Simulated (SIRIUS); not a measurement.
MgO under changes of volume

One of the cells (9.221 Å³/atom); the others are scaled copies at fixed shape and fractional positions:

```xyz
2
Lattice="0.0000 2.0970 2.0970 2.0970 0.0000 2.0970 2.0970 2.0970 0.0000" Properties=species:S:1:pos:R:3 pbc="T T T"
Mg    0.0000    0.0000    0.0000
O     2.0970    2.0970    2.0970
```

The cell is a database's computed one.

| Property | Result |
| --- | --- |
| Program | SIRIUS 7.12.0 |
| Functional | AM05 |
| Potentials or basis | all-electron FP-LAPW |
| Cutoff | 290 eV |
| Basis | apw+lo standard |
| k mesh | 11 × 11 × 11 |
| Occupations | fermi-dirac, width 0.05 eV |
| Spin | no spin polarisation |

```tsv
volume (Å³/atom)	energy over the lowest point (meV/atom)	gap on the mesh (eV)
8.668	30.31	5.47
8.853	16.12	5.25
9.037	6.76	5.04
9.221	1.41	4.84
9.406	0.00	4.65
9.590	?	?
9.775	7.20	4.30
```

**Question.** What does the run at 9.590 Å³/atom give?

**Answer.** Energy over the lowest point 2.01 meV/atom; gap on the mesh 4.47 eV.

Worked out: A Birch-Murnaghan fit of order 3 (a polynomial in V^(-2/3)) to the other rows has its minimum at 9.39 Å³/atom with B0 = V·E''(V) = 155 GPa and B' = 3.9. It gives 2.01 meV/atom at 9.590 Å³/atom, against the run's 2.01. A straight line through the other rows of the gap, of slope -9.74 eV per unit of ln V (its deformation potential), gives 4.47 eV, against the run's 4.47.

Energies are extrapolated to zero smearing.
